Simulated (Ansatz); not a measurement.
# TePt under changes of volume

One of the cells (22.651 Å³/atom); the others are scaled copies at fixed shape and fractional positions:

```
CELL_PARAMETERS angstrom
1.98157 1.14406 6.66103
-1.98157 1.14406 6.66103
0.00000 -2.28812 6.66103
ATOMIC_POSITIONS crystal
Pt 0.12967 0.12967 0.12967
Pt 0.87033 0.87033 0.87033
Te 0.40200 0.40200 0.40200
Te 0.59800 0.59800 0.59800
```

* Program: Ansatz 0.2.0
* Functional: PBEsol
* Potentials or basis: all-electron LAPW, scalar-relativistic
* Cutoff: 311 eV (chosen from the basis error)
* Basis error allowed: 0.001 eV/atom
* k mesh: 8 × 8 × 8
* Occupations: fermi-dirac, width 0.05 eV
* Spin: no spin polarisation

```csv
volume (Å³/atom),energy over the lowest point (meV/atom),pressure (GPa),largest force (eV/Å)
21.292,34.63,9.1,0.937
21.745,14.02,5.6,0.627
22.198,2.84,2.4,0.344
22.651,0.00,-0.3,0.193
23.104,4.53,-2.8,0.181
23.557,?,?,?
24.010,32.35,-6.9,0.558
```

**Question.** What does the run at 23.557 Å³/atom give?

**Answer.** Energy over the lowest point 15.56 meV/atom; pressure -4.9 GPa; largest force 0.363 eV/Å.

Worked out: A Birch-Murnaghan fit of order 3 (a polynomial in V^(-2/3)) to the other rows has its minimum at 22.59 Å³/atom with B0 = V·E''(V) = 132 GPa and B' = 5.2 at fixed shape and positions, which overstates the stiffness. It gives 15.56 meV/atom at 23.557 Å³/atom, against the run's 15.56, and -dE/dV = -5.0 GPa, against -4.9.

Energies are extrapolated to zero smearing.
